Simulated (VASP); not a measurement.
# La₂O₃, energy difference of two geometries: which settings are enough?

La₂O₃, P-3m1 (no. 164), 5 atoms in the cell. R2SCAN, energy difference of two geometries; PAW potentials La, O (PBE set). VASP 6.6.1.

Wanted: energy difference within 0.125 meV/atom.

What the run is for: energy difference; Accuracy asked: tight; Second geometry: volume scaled by 0.94.

The series start from Plane-wave cutoff (eV): 520; k-point mesh: 7 × 7 × 4; Precision mode (PREC): Accurate; Electronic threshold (eV): 1e-6; Aspherical gradient terms in the spheres (LASPH): yes; Electronic algorithm: ALGO=Normal. Each series keeps the choices made before it, and each single choice may use up half of a tolerance. Times cover all steps of a run.

## Plane-wave cutoff (eV)

| Plane-wave cutoff (eV) | Energy difference (meV/atom) | Time (s) |
|---|---|---|
| 320 | 33.15 | 141 |
| 400 | 30.09 | 120 |
| 460 | 30.76 | 123 |
| 520 | 30.81 | 159 |
| 600 | 30.65 | 148 |
| 700 | 30.44 | 238 |
| 840 (reference) | 30.46 | 310 |

## k-point mesh

| k-point mesh | Energy difference (meV/atom) | Time (s) |
|---|---|---|
| 2 × 2 × 2 | 37.93 | 64 |
| 3 × 3 × 2 | 30.14 | 80 |
| 4 × 4 × 2 | 30.50 | 105 |
| 4 × 4 × 3 | 30.48 | 122 |
| 5 × 5 × 3 | 30.44 | 145 |
| 7 × 7 × 4 | 30.44 | 238 |
| 8 × 8 × 5 | 30.44 | 286 |
| 10 × 10 × 6 | 30.45 | 397 |
| 13 × 13 × 7 (reference) | 30.45 | 657 |

## Precision mode (PREC)

| Precision mode (PREC) | Energy difference (meV/atom) | Time (s) |
|---|---|---|
| SingleN | 30.54 | 65 |
| Normal | 30.50 | 61 |
| Single | 30.55 | 78 |
| Accurate (reference) | 30.50 | 105 |

## Electronic threshold (eV)

| Electronic threshold (eV) | Energy difference (meV/atom) | Time (s) |
|---|---|---|
| 0.001 | 30.66 | 40 |
| 0.0001 | 30.55 | 44 |
| 1e-5 | 30.55 | 49 |
| 1e-6 | 30.54 | 65 |
| 1e-7 (reference) | 30.68 | 149 |

## Aspherical gradient terms in the spheres (LASPH)

| Aspherical gradient terms in the spheres (LASPH) | Energy difference (meV/atom) | Time (s) |
|---|---|---|
| yes | 30.68 | 149 |
| no | 30.60 | 34 |

## Electronic algorithm

| Electronic algorithm | Energy difference (meV/atom) | Time (s) |
|---|---|---|
| ALGO=Normal | 30.68 | 149 |
| ALGO=Fast | 30.79 | 243 |
| ALGO=VeryFast | no result | 290 |
| ALGO=All ISEARCH=1 | 30.78 | 320 |
| ALGO=All ISEARCH=0 | 30.78 | 419 |
| ALGO=Damped TIME=0.4 | no result | 198 |
| ALGO=Damped TIME=0.1 | no result | 202 |

## Question

The rows run from the loosest to the tightest (no order: aspherical gradient terms in the spheres, electronic algorithm). For each series: choose the loosest value from which every tighter one stays within half of the tolerance; where there is no order, keep the first row unless others stay within half of the tolerance and take at least 30 % less time, and then take the fastest.

## Answer

- Plane-wave cutoff (eV): 700
- k-point mesh: 4 × 4 × 2
- Precision mode (PREC): SingleN
- Electronic threshold (eV): 1e-7, the tightest run, since the next looser one is off by more than half of the tolerance (convergence isn't shown beyond it)
- Aspherical gradient terms in the spheres (LASPH): yes
- Electronic algorithm: ALGO=Normal

## All choices together

| Input | Energy difference (meV/atom) | Time (s) |
|---|---|---|
| the program's defaults (naive) | 29.79 | 15 |
| chosen settings | 30.47 | 80 |
| reference settings throughout | 30.45 | 1004 |

The chosen settings stay within the tolerance of the reference run, but the reference itself isn't shown to be converged in: Electronic threshold (eV).

2 cheaper combinations failed this check first and made the worst setting one step tighter.

## The input

INCAR:
```
SYSTEM = La2O3
METAGGA = R2SCAN
ISMEAR = 0
SIGMA = 0.03
LWAVE = .FALSE.
LCHARG = .FALSE.
ISIF = 2
PREC = Normal
LASPH = .TRUE.
LREAL = .FALSE.
ALGO = Normal
EDIFF = 1E-7
NELM = 200
GGA_COMPAT = .FALSE.
ENCUT = 700
EFERMI = MIDGAP
LMAXMIX = 6
LMIXTAU = .TRUE.
KPAR = 4
```

KPOINTS:
```
Automatic mesh
0
Gamma
  4 4 3
  0 0 0
```

POSCAR.step1:
```
La2O3
1.0
    3.9307778780      0.0000000000      0.0000000000
   -1.9653889390      3.4041534990      0.0000000000
    0.0000000000      0.0000000000      6.1119535200
La O
2 3
Direct
    0.3333333333      0.6666666667      0.2462356800
    0.6666666667      0.3333333333      0.7537643200
    0.0000000000      0.0000000000      0.0000000000
    0.3333333333      0.6666666667      0.6458906500
    0.6666666667      0.3333333333      0.3541093500
```

POSCAR.step2:
```
La2O3
1.0
    3.8505354057      0.0000000000      0.0000000000
   -1.9252677029      3.3346614796      0.0000000000
    0.0000000000      0.0000000000      5.9871847653
La O
2 3
Direct
    0.3333333333      0.6666666667      0.2462356800
    0.6666666667      0.3333333333      0.7537643200
    0.0000000000      0.0000000000      0.0000000000
    0.3333333333      0.6666666667      0.6458906500
    0.6666666667      0.3333333333      0.3541093500
```

Commands (each step's output is kept before the next begins):
```
cat potpaw_PBE.64/La/POTCAR potpaw_PBE.64/O/POTCAR > POTCAR
cp POSCAR.step1 POSCAR
mpirun -np 8 vasp_std > vasp.out
cp POSCAR.step2 POSCAR
mpirun -np 8 vasp_std > vasp.out
```

The chosen input took VASP 6.6.1 80 s on 8 cores (Intel Xeon 6975P-C (Granite Rapids)), a shared host.

## An input that fails: one k point for a small cell

It runs to its end, but against the unchanged starting input it is off by 104.25 meV/atom in the energy difference.

k mesh: 7 × 7 × 4 becomes 1 × 1 × 1.

Changes against the starting input:
```
(all steps)
- NELM = 200
- KPAR = 8
+ NELM = 96
```
